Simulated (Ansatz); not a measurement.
Input and command of a calculation in Ansatz (plane waves; scalar-relativistic PAW potentials unless the input names others):

```yaml
crystal:
  lattice:
    - [3.6299990406, 0.0, 0.0]
    - [-1.8149995203, 3.1436713848, 0.0]
    - [0.0, 0.0, 5.85]
  atoms:
    - { symbol: Zr, position: [0.0, 0.0, 0.0] }
    - { symbol: S, position: [0.3333333333, 0.6666666667, 0.2645846154] }
    - { symbol: S, position: [0.6666666667, 0.3333333333, 0.7354153846] }
basis:
  ecutwfc: 420
kpoints:
  mp_grid: { grid: [12, 12, 6] }
hamiltonian:
  xc: pbe
  dispersion: d3bj
scf:
  occupations: { method: gaussian, width: 0.05 }
  convergence: { dr2_threshold: 1.0e-14 }
  max_iter: 80
output:
  forces: true
  eigenvalues: true
  stress: true
```

```bash
ansatz run input.yaml --threads 2 --pin off --max-ram 5120MiB --backend cpu --events-out ev --progress --plain --runs-dir out
```

Abridged log:
```
Pseudopotentials: kind: paw
Pseudopotential: Zr, paw, valence charge 12, recommended cutoff 420 eV (normal)
Pseudopotential: S, paw, valence charge 6, recommended cutoff 420 eV (normal)
Functional definition: PBE
Crystal: 3 atoms, lattice volume = 66.757 Å³
Basis set: ecut = 420 eV, 1303 PW (Γ), exchange–correlation on 50×50×80 points (8 copies of the dense FFT grid, shifted against one another)
Bands: 16, of which v1, the nominal top of the filled ones, is band 12 counted from 1 (11 counted from 0)
Symmetry: 12 space group operations
Space group: P-3m1 (ITA 164), of the structure as read, at distance tolerance 4.1e-5 Å
k-points: 100 of 864
Initial density: superposition of atomic densities (neutral atoms: chi_scale 0, normalization atom), corrected by the library's trained network
Initial wavefunctions: pseudopotential atomic-orbital guess
Functional: x = pbe(κ = 0.804, μ = 0.21951497), c = pbe(β = 0.06672455)
SCF iter   1: F=—  HF=-5993.589173 eV  |F-HF|=—  |Δ(HF+E_count)|=         —  Δρ=1.18e-3  dr2=9.81e-4  ethr=1.77e-3  ⟨swp⟩=5.3  Hψ=8767  notcnv=0
SCF iter   2: F=—  HF=-5993.588572 eV  |F-HF|=—  |Δ(HF+E_count)|=   6.01e-4  Δρ=6.37e-4  dr2=2.70e-4  ethr=4.09e-6  ⟨swp⟩=2.4  Hψ=3230  notcnv=0
SCF iter   3: F=—  HF=-5993.588727 eV  |F-HF|=—  |Δ(HF+E_count)|=   1.56e-4  Δρ=1.39e-4  dr2=2.62e-5  ethr=1.13e-6  ⟨swp⟩=2.0  Hψ=2240  notcnv=0
SCF iter   4: F=—  HF=-5993.588686 eV  |F-HF|=—  |Δ(HF+E_count)|=   4.11e-5  Δρ=7.43e-5  dr2=8.93e-6  ethr=1.09e-7  ⟨swp⟩=2.0  Hψ=2198  notcnv=0
SCF iter   5: F=—  HF=-5993.588687 eV  |F-HF|=—  |Δ(HF+E_count)|=   4.97e-7  Δρ=4.21e-5  dr2=2.98e-6  ethr=3.72e-8  ⟨swp⟩=1.0  Hψ=1600  notcnv=0
SCF iter   6: F=—  HF=-5993.588687 eV  |F-HF|=—  |Δ(HF+E_count)|=   1.59e-7  Δρ=1.97e-5  dr2=6.84e-7  ethr=1.24e-8  ⟨swp⟩=1.0  Hψ=1602  notcnv=0
SCF iter   7: F=—  HF=-5993.588687 eV  |F-HF|=—  |Δ(HF+E_count)|=   2.31e-8  Δρ=1.42e-6  dr2=2.64e-9  ethr=2.85e-9  ⟨swp⟩=2.2  Hψ=2123  notcnv=0
SCF iter   8: F=—  HF=-5993.588687 eV  |F-HF|=—  |Δ(HF+E_count)|=   2.34e-9  Δρ=4.74e-7  dr2=1.48e-10  ethr=1.10e-11  ⟨swp⟩=2.0  Hψ=2493  notcnv=0
SCF iter   9: F=—  HF=-5993.588687 eV  |F-HF|=—  |Δ(HF+E_count)|=  2.48e-10  Δρ=8.62e-8  dr2=9.33e-12  ethr=6.18e-13 (applied; sched 1.00e-12)  ⟨swp⟩=2.0  Hψ=2337  notcnv=0
SCF iter  10: F=—  HF=-5993.588687 eV  |F-HF|=—  |Δ(HF+E_count)|=  1.36e-11  Δρ=1.66e-8  dr2=2.07e-13  ethr=3.89e-14 (applied; sched 1.00e-12)  ⟨swp⟩=2.0  Hψ=2360  notcnv=0
SCF iter  11: F=-5993.588687 eV  HF=-5993.588687 eV  |F-HF|=9.09e-13  |Δ(HF+E_count)|=  9.09e-13  Δρ=2.92e-9  dr2=9.40e-15  ethr=1.00e-12  ⟨swp⟩=3.0  Hψ=6481  notcnv=0
the search or the solves at the SCF's close seem to have found levels that the self-consistency loop had missed (the run counts 1). By its estimate they hold under 1e-12 electrons; where the run keeps them, the occupations were computed again with them
SCF 1 converged in 11 iterations: F = -5993.588687 eV  dr2 = 9.40e-15
SCF converged after 11 iterations
Free energy (F): -5993.588687 eV
Harris-Foulkes:  -5993.588687 eV  (|F-HF|=9.09e-13)
Internal energy: -5993.588687 eV  (E = F + TS)
E sigma→0 (E₀):  -5993.588687 eV
Fermi energy:    7.782037 eV
  E_disp       = -1.068250  (pairwise vdW)
--- Forces (eV/Å), atoms counted from 1 ---
  atom   1  Zr     0.00000000     0.00000000     0.00000000
  atom   2  S      0.00000000     0.00000000    -0.93220043
  atom   3  S      0.00000000     0.00000000     0.93220043
--- Stress (GPa, compression-positive) ---
       -3.312005       0.000000       0.000000
        0.000000      -3.312005       0.000000
        0.000000       0.000000      -6.886870
  P = ⅓ Tr σ = -4.5036 GPa (-45.036 kbar)
```

One setting here is needlessly strict: a threshold far tighter than needed (scf.convergence.dr2_threshold: not typed → 1e-14). It leaves the result as it was and can only cost iterations: the run converged in 11 SCF iterations (reference: 7) with an energy at zero smearing within 0.01 meV/atom of the reference's, pressure -4.50 GPa, largest force 0.932 eV/Å, gap on the mesh 0.51 eV. A reference run from the same start on usual settings converged with pressure -4.50 GPa, largest force 0.932 eV/Å, gap on the mesh 0.51 eV.

Time: 2.2 s on 2 threads of Intel(R) Xeon(R) 6975P-C (Granite Rapids), on a shared host, peak memory 0.44 GiB.